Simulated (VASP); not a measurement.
# SnO2 (R-3m) in VASP: single point with PBEsol

Aim: the single point of SnO2 with PBEsol.

Program: VASP 6.6.1. These are calculated values, not measurements. Logs are shortened: lines on timing, memory, paths and dates and some standing lists are left out, and cuts for length are marked.

### 1 Starting point

It takes space group R-3m (No. 166, trigonal). The conventional cell has a = 3.234 Å, b = 3.234 Å, c = 14.402 Å, α = 90.00°, β = 90.00°, γ = 120.00°. Around Sn (site symmetry -3m) lie 6 O at 2.13 Å. Around O (site symmetry 3m) lie 3 Sn at 2.13 Å.

Measurements of this composition are mostly on another form, of space group No. 136.

### 2 Single point, PBEsol

INCAR reads:

```
PREC = Accurate
ENCUT = 520
EDIFF = 1E-7
ISMEAR = 0
SIGMA = 0.1
LREAL = False
LASPH = True
NELM = 80
ALGO = Normal
ISIF = 2
LWAVE = False
LCHARG = False
GGA = PS
NBANDS = 20
```

KPOINTS reads:

```
Automatic mesh
0
Gamma
  6 6 6
```

POSCAR reads:

```
SnO2
1.0
    1.6170930752      0.9336291223      4.8005925840
   -1.6170930752      0.9336291223      4.8005925840
    0.0000000000     -1.8672582446      4.8005925840
Sn O
1 2
Direct
    0.5000000000      0.5000000000      0.5000000000
    0.2371700000      0.2371700000      0.2371700000
    0.7628300000      0.7628300000      0.7628300000
```

Potentials or basis: VASP PAW PBE potentials, release 64 (Sn_d, O).

Run with:

```console
cat potpaw_PBE.64/Sn_d/POTCAR potpaw_PBE.64/O/POTCAR > POTCAR
mpirun -np 1 vasp_std > vasp.out
```

OUTCAR:

```text
PREC = Accurate
   ENCUT = 520
   EDIFF = 1E-7
   ISMEAR = 0
   LREAL = False
   LASPH = True
   NELM = 80
   ISIF = 2
   GGA = PS

 ion  position               nearest neighbor table
   1  0.500  0.500  0.500-   2 2.13   2 2.13   3 2.13   3 2.13   2 2.13   3 2.13
   2  0.237  0.237  0.237-   1 2.13   1 2.13   1 2.13
   3  0.763  0.763  0.763-   1 2.13   1 2.13   1 2.13

  LATTYP: Found a trigonal (rhomboedric) cell.
 ALAT       =     5.1509554948
 COS(alpha) =     0.8028828391

  Lattice vectors:

 A1 = (   1.6170930752,   0.9336291223,   4.8005925840)
 A2 = (  -1.6170930752,   0.9336291223,   4.8005925840)
 A3 = (   0.0000000000,  -1.8672582446,   4.8005925840)

Analysis of symmetry for initial positions (statically):
=====================================================================
 Subroutine PRICEL returns:
 Original cell was already a primitive cell.

 Routine SETGRP: Setting up the symmetry group for a
 trigonal (rhombohedral) supercell.

 Subroutine GETGRP returns: Found 12 space group operations
 (whereof 12 operations were pure point group operations)
 out of a pool of 12 trial point group operations.

The static configuration has the point symmetry D_3d.

Analysis of symmetry for dynamics (positions and initial velocities):
=====================================================================
 Subroutine PRICEL returns:
 Original cell was already a primitive cell.

 Routine SETGRP: Setting up the symmetry group for a
 trigonal (rhombohedral) supercell.

 Subroutine GETGRP returns: Found 12 space group operations
 (whereof 12 operations were pure point group operations)
 out of a pool of 12 trial point group operations.

The dynamic configuration has the point symmetry D_3d.

 Subroutine INISYM returns: Found 12 space group operations
 (whereof 12 operations are pure point group operations),
 and found     1 'primitive' translations

----------------------------------------------------------------------------------------

                                     Primitive cell

  volume of cell :      43.4866

  direct lattice vectors                    reciprocal lattice vectors
     1.617093075  0.933629122  4.800592584     0.309196797  0.178514854  0.069435872
    -1.617093075  0.933629122  4.800592584    -0.309196797  0.178514854  0.069435872
     0.000000000 -1.867258245  4.800592584     0.000000000 -0.357029708  0.069435872

  length of vectors
     5.150955495  5.150955495  5.150955495     0.363719058  0.363719058  0.363719058

  position of ions in fractional coordinates (direct lattice)
     0.500000000  0.500000000  0.500000000
     0.237170000  0.237170000  0.237170000
     0.762830000  0.762830000  0.762830000

  ion indices of the primitive-cell ions
   primitive index   ion index
                 1           1
                 2           2
                 3           3

----------------------------------------------------------------------------------------

 KPOINTS: Automatic mesh

Automatic generation of k-mesh.
 Grid dimensions read from file:
 generate k-points for:    6    6    6

 Generating k-lattice:

  Cartesian coordinates                     Fractional coordinates (reciprocal lattice)
     0.051532800  0.029752476  0.011572645     0.166666667  0.000000000 -0.000000000
    -0.051532800  0.029752476  0.011572645     0.000000000  0.166666667 -0.000000000
     0.000000000 -0.059504951  0.011572645    -0.000000000 -0.000000000  0.166666667

  Length of vectors
     0.060619843  0.060619843  0.060619843

  Shift w.r.t. Gamma in fractional coordinates (k-lattice)
     0.000000000  0.000000000  0.000000000

 Subroutine IBZKPT returns following result:
 ===========================================

 Found     32 irreducible k-points:

 Following reciprocal coordinates:
            Coordinates               Weight
  0.000000  0.000000  0.000000      1.000000
  0.166667  0.000000  0.000000      6.000000
  0.333333 -0.000000  0.000000      6.000000
  0.500000  0.000000  0.000000      3.000000
  0.166667  0.166667  0.000000      6.000000
  0.333333  0.166667 -0.000000     12.000000
[... 16 lines left out ...]
  0.500000  0.500000  0.166667      6.000000
 -0.333333  0.500000  0.166667     12.000000
 [... further k-points ...]
   k-points           NKPTS =     32   k-points in BZ     NKDIM =     32   number of bands    NBANDS=     20
   number of dos      NEDOS =    301   number of ions     NIONS =      3
   total plane-waves  NPLWV =  64000
   dimension x,y,z NGX =    40 NGY =   40 NGZ =   40
   dimension x,y,z NGXF=    80 NGYF=   80 NGZF=   80
   ions per type =               1   2
   NGX,Y,Z   is equivalent  to a cutoff of  12.91, 12.91, 12.91 a.u.
   NGXF,Y,Z  is equivalent  to a cutoff of  25.82, 25.82, 25.82 a.u.
 SYSTEM =  unknown system
   PREC   = accura    normal or accurate (medium, high low for compatibility)
   ISTART =      0    job   : 0-new  1-cont  2-samecut
   ICHARG =      2    charge: 1-file 2-atom 10-const
   ISPIN  =      1    spin polarized calculation?
   LNONCOLLINEAR =      F non collinear calculations
   LSORBIT =      F    spin-orbit coupling
   LASPH  =      T    aspherical Exc in radial PAW
   ENCUT  =  520.0 eV  38.22 Ry    6.18 a.u.   9.58  9.58  9.58*2*pi/ulx,y,z
   NELM   =     80;   NELMIN=  2; NELMDL= -5     # of ELM steps
   EDIFF  = 0.1E-06   stopping-criterion for ELM
   LREAL  =      F    real-space projection
   EDIFFG = 0.1E-05   stopping-criterion for IOM
   NSW    =      0    number of steps for IOM
   IBRION =     -1    ionic relax: 0-MD 1-quasi-New 2-CG
   NFREE  =      0    steps in history (QN), initial steepest desc. (CG)
   ISIF   =      2    stress and relaxation
   ISYM   =      2    0-nonsym 1-usesym 2-fastsym
   POTIM  = 0.5000    time-step for ionic-motion
   TEBEG  =    0.0;   TEEND  =   0.0 temperature during run
   PSTRESS=    0.0 pullay stress
   NELECT =      26.0000    total number of electrons
   NUPDOWN=      -1.0000    fix difference up-down
   EMIN   =  10.00;   EMAX   =-10.00  energy-range for DOS
   EFERMI =   0.00;   METHOD = LEGACY
   ISMEAR =     0;   SIGMA  =   0.10  broadening in eV -4-tet -1-fermi 0-gaus
   EFERMI_NEDOS =   21; number of points for ismear=-14 and -15
   IALGO  =     38    algorithm
   IMIX   =      4    mixing-type and parameters
     AMIX     =   0.40;   BMIX     =  1.00
     AMIX_MAG =   1.60;   BMIX_MAG =  1.00
  volume/ion in A,a.u.               =      14.50        97.82
  Fermi-wavevector in a.u.,A,eV,Ry     =   1.379158  2.606231 25.879336  1.902078
  Thomas-Fermi vector in A             =   2.504154
   LORBIT       =      0    0 simple, 1 ext, 2 COOP (PROOUT), +10 PAW based schemes
   GGA     = PS    functional components
   LHFCALC =     F    Hartree Fock is set to
   AEXX    =    0.0000 exact exchange contribution
   IVDW    =     0    specifies the selected vdW correction
   LEPSILON=     F    determine dielectric tensor
   LRPA    =     F    only Hartree local field effects (RPA)
 non-spin polarized calculation
 Gauss-broadening in eV      SIGMA  =   0.10
  energy-cutoff  :      520.00
  volume of cell :       43.49
 maximum number of plane-waves:      1188
 NGX is ok and might be reduce to    40
   NGX = 19   NGY = 19   NGZ = 19

 number of electron      26.0000004 magnetization

 Free energy of the ion-electron system (eV)
  ---------------------------------------------------
  ext. energy  EPLUGINS =         0.00000000
  ---------------------------------------------------
  free energy    TOTEN  =       -19.29658774 eV

  energy without entropy =      -19.29658774  energy(sigma->0) =      -19.29658774

 E-fermi :   3.7174     XC(G=0): -10.2189

 val. band max:        3.1853544914   @ k =  -0.1667   0.1667   0.0000
 cond. band min:       5.0305265034   @ k =   0.0000   0.0000   0.0000
 fundamental gap:      1.8451720120
 Fermi energy:         3.7174348016

 k-point     1 :       0.0000    0.0000    0.0000
  band No.  band energies     occupation
      1     -16.7290      2.00000
      2     -16.5108      2.00000
      3     -16.5108      2.00000
      4     -16.3268      2.00000
      5     -16.3268      2.00000
      6     -14.6957      2.00000
[... 12 lines left out ...]
     19      20.1565      0.00000
     20      20.1566      0.00000

 k-point     2 :       0.1667    0.0000    0.0000
  band No.  band energies     occupation
      1     -16.7486      2.00000
      2     -16.5971      2.00000
      3     -16.4604      2.00000
      4     -16.3666      2.00000
      5     -16.3233      2.00000
      6     -14.4943      2.00000
[... 12 lines left out ...]
     19      17.2599      0.00000
     20      20.3513      0.00000

 k-point     3 :       0.3333   -0.0000    0.0000
  band No.  band energies     occupation
      1     -17.1247      2.00000
      2     -16.4712      2.00000
      3     -16.4194      2.00000
      4     -16.3575      2.00000
      5     -16.2530      2.00000
      6     -13.9121      2.00000
[... 12 lines left out ...]
     19      15.8611      0.00000
     20      18.5123      0.00000

 k-point     4 :       0.5000    0.0000    0.0000
  band No.  band energies     occupation
      1     -17.2909      2.00000
      2     -16.4771      2.00000
      3     -16.4223      2.00000
      4     -16.2938      2.00000
      5     -16.1925      2.00000
      6     -13.4910      2.00000
[... 12 lines left out ...]
     19      16.3015      0.00000
     20      16.4960      0.00000

 k-point     5 :       0.1667    0.1667    0.0000
  band No.  band energies     occupation
      1     -16.7481      2.00000
      2     -16.5970      2.00000
      3     -16.4603      2.00000
      4     -16.3667      2.00000
      5     -16.3232      2.00000
      6     -14.4903      2.00000
[... 12 lines left out ...]
     19      17.0770      0.00000
     20      20.4387      0.00000

 k-point     6 :       0.3333    0.1667   -0.0000
  band No.  band energies     occupation
      1     -16.9523      2.00000
      2     -16.6049      2.00000
      3     -16.4018      2.00000
      4     -16.3937      2.00000
      5     -16.2765      2.00000
      6     -14.0217      2.00000
[... 12 lines left out ...]
     19      16.3981      0.00000
     20      18.8904      0.00000

 k-point     7 :       0.5000    0.1667    0.0000
  band No.  band energies     occupation
      1     -17.1526      2.00000
      2     -16.6027      2.00000
      3     -16.4313      2.00000
      4     -16.3343      2.00000
      5     -16.2492      2.00000
      6     -13.2643      2.00000
[... 12 lines left out ...]
     19      16.8471      0.00000
     20      16.9960      0.00000
[... 277 lines left out ...]
 k-point    20 :       0.5000    0.3333    0.1667
  band No.  band energies     occupation
      1     -16.9544      2.00000
      2     -16.6054      2.00000
      3     -16.4012      2.00000
      4     -16.3939      2.00000
      5     -16.2764      2.00000
      6     -13.9823      2.00000
[... 12 lines left out ...]
     19      16.3301      0.00000
     20      18.7419      0.00000

 k-point    21 :      -0.3333    0.3333    0.1667
  band No.  band energies     occupation
      1     -17.1530      2.00000
      2     -16.6030      2.00000
      3     -16.4312      2.00000
      4     -16.3343      2.00000
      5     -16.2488      2.00000
      6     -13.2534      2.00000
[... 12 lines left out ...]
     19      16.8671      0.00000
     20      17.8246      0.00000

 k-point    22 :      -0.1667    0.3333    0.1667
  band No.  band energies     occupation
      1     -17.1508      2.00000
      2     -16.6028      2.00000
      3     -16.4312      2.00000
      4     -16.3341      2.00000
      5     -16.2496      2.00000
      6     -13.2943      2.00000
[... 12 lines left out ...]
     19      16.3544      0.00000
     20      18.3909      0.00000

 k-point    23 :       0.5000    0.5000    0.1667
  band No.  band energies     occupation
      1     -17.1248      2.00000
      2     -16.4710      2.00000
      3     -16.4187      2.00000
      4     -16.3582      2.00000
      5     -16.2530      2.00000
      6     -13.8845      2.00000
[... 12 lines left out ...]
     19      15.7119      0.00000
     20      19.2099      0.00000

 k-point    24 :      -0.3333    0.5000    0.1667
  band No.  band energies     occupation
      1     -17.1523      2.00000
      2     -16.6031      2.00000
      3     -16.4310      2.00000
      4     -16.3342      2.00000
      5     -16.2488      2.00000
      6     -13.2634      2.00000
[... 12 lines left out ...]
     19      16.7741      0.00000
     20      18.8691      0.00000

 [... further k-points ...]

------------------------ aborting loop because EDIFF is reached ----------------------------------------

  FORCE on cell =-STRESS in cart. coord.  units (eV):
  Direction    XX          YY          ZZ          XY          YZ          ZX
  --------------------------------------------------------------------------------------
  -------------------------------------------------------------------------------------
  Total       -1.3873709     -1.3873709     -0.9780258      0.0000000      0.0000000     -0.0000000
  in kB      -51.1149158    -51.1149158    -36.0334116      0.0000000      0.0000000     -0.0000000
  external PRESSURE =     -46.0877477 kB  Pullay stress =       0.0000000 kB

 VOLUME and BASIS-vectors are now :
 -----------------------------------------------------------------------------
  energy-cutoff  :      520.00
  volume of cell :       43.49
      direct lattice vectors                 reciprocal lattice vectors
     1.617093075  0.933629122  4.800592584     0.309196797  0.178514854  0.069435872
    -1.617093075  0.933629122  4.800592584    -0.309196797  0.178514854  0.069435872
     0.000000000 -1.867258245  4.800592584     0.000000000 -0.357029708  0.069435872

 POSITION                                       TOTAL-FORCE (eV/Angst)
 -----------------------------------------------------------------------------------
      0.00000      0.00000      7.20089        -0.000000     -0.000000      0.000000
      0.00000      0.00000      3.41567         0.000000      0.000000     -0.346958
      0.00000      0.00000     10.98611         0.000000     -0.000000      0.346958
 -----------------------------------------------------------------------------------
    total drift:                                0.000000      0.000000      0.000000

  FREE ENERGIE OF THE ION-ELECTRON SYSTEM (eV)
  ---------------------------------------------------
  free  energy   TOTEN  =       -19.2965877385 eV

  energy  without entropy=      -19.2965877385  energy(sigma->0) =      -19.29658774
```

Run time: 90 s. Hardware: 1 thread of AMD EPYC 7R43 (Zen 3), shared host; peak memory 0.2 GiB.

Results:

```
Free energy            : -19.2966 eV
Pressure               : -4.6 GPa
Largest force          : 0.347 eV/Å
Band gap on the k mesh : 1.85 eV, indirect (least direct gap 1.97 eV)
```

Forces in eV/Å, atoms in the order of the input:
```
Sn   0.000  0.000  0.000
O    0.000  0.000 -0.347
O    0.000  0.000  0.347
```

Stress tensor (GPa, compression positive):
```
-5.11  0.00  0.00
 0.00 -5.11  0.00
 0.00  0.00 -3.60
```

Levels at points of the mesh, in eV from the valence-band top:
```tsv
k point	band 11	band 12	band 13	band 14	band 15	band 16
(0.00, 0.00, 0.00)	-0.90	-0.90	-0.12	1.85	5.57	10.87
(0.50, 0.00, 0.00)	-1.48	-0.60	-0.56	5.23	7.58	9.92
(0.50, 0.50, 0.00)	-1.15	-0.46	-0.02	4.96	6.77	10.58
(0.50, 0.50, 0.50)	-1.28	-0.85	-0.85	3.11	5.52	11.05
```

Caveat: the PAW data sets were made with another functional, which shifts forces and pressure a little; spin-orbit coupling is left out, which moves the levels of the heavy elements. A hybrid or GW would open this gap; PBEsol tends to underestimate it.
